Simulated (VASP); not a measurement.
## Sn under changes of volume

One of the cells (34.479 Å³/atom); the others are scaled copies at fixed shape and fractional positions:

```
CELL_PARAMETERS angstrom
0.00000 3.25476 3.25476
3.25476 0.00000 3.25476
3.25476 3.25476 0.00000
ATOMIC_POSITIONS crystal
Sn 0.75000 0.75000 0.75000
Sn 0.50000 0.50000 0.50000
```

This isn't the form of Sn at room conditions, which is tetragonal (white tin).

* Program: VASP 6.6.1
* Functional: PBE
* Potentials or basis: VASP PAW PBE potentials, release 64 (Sn_d)
* Cutoff: 520 eV
* k mesh: 7 × 7 × 7
* Occupations: fermi-dirac, width 0.05 eV
* Spin: no spin polarisation

| volume (Å³/atom) | energy over the lowest point (meV/atom) | pressure (GPa) |
| --- | --- | --- |
| 31.775 | 100.66 | 7.6 |
| 32.451 | 71.60 | 6.2 |
| 33.127 | ? | ? |
| 34.479 | 15.90 | 2.8 |
| 35.155 | 6.13 | 1.8 |
| 35.831 | 0.00 | 1.0 |

Question: What does the run at 33.127 Å³/atom give?

Answer: Energy over the lowest point 48.15 meV/atom; pressure 4.9 GPa.

Worked out: A Birch-Murnaghan fit of order 3 (a polynomial in V^(-2/3)) to the other rows has its minimum at 36.81 Å³/atom, just outside them, with B0 = V·E''(V) = 37 GPa and B' = 4.7. It gives 48.16 meV/atom at 33.127 Å³/atom, against the run's 48.15, and -dE/dV = 4.9 GPa, against 4.9.

Energies are extrapolated to zero smearing.
